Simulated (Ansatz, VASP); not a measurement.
**Two plane-wave programs on Pd**

```
Pd
1.0
     0.00000    1.94650    1.94650
     1.94650    0.00000    1.94650
     1.94650    1.94650    0.00000
Pd
1
Cartesian
  0.0000 0.0000 0.0000
```

Alike in both runs: functional LDA; k mesh 9 × 9 × 9; occupations gaussian, width 0.01 eV; non-collinear spin.

```csv
,VASP,Ansatz
version,VASP 6.6.1,Ansatz 0.2.0
potentials or method,"VASP PAW LDA potentials, release 64 (Pd)",Ansatz PAW
plane-wave cutoff (eV),520,420
valence electrons in the cell,10,18
task,single point,band structure
```

VASP gave:

* gap on the k mesh at the Fermi level (eV): none
* pressure (GPa): -8.7
* net moment per atom (μB): 0.02

Question: What did Ansatz give for the same quantities?

Answer: gap on the k mesh at the Fermi level (eV): none; pressure (GPa): -9.0; net moment per atom (μB): 0.02.

A gap of «none» marks a metal or a gap that the smearing closes. The two sets of potentials don't hold the same shells in valence.

Caveats: the PAW data sets come from PBE, with cores solved anew for the run's functional, which leaves a small shift of forces and pressure (Ansatz); the starting moments weren't kept (Ansatz).
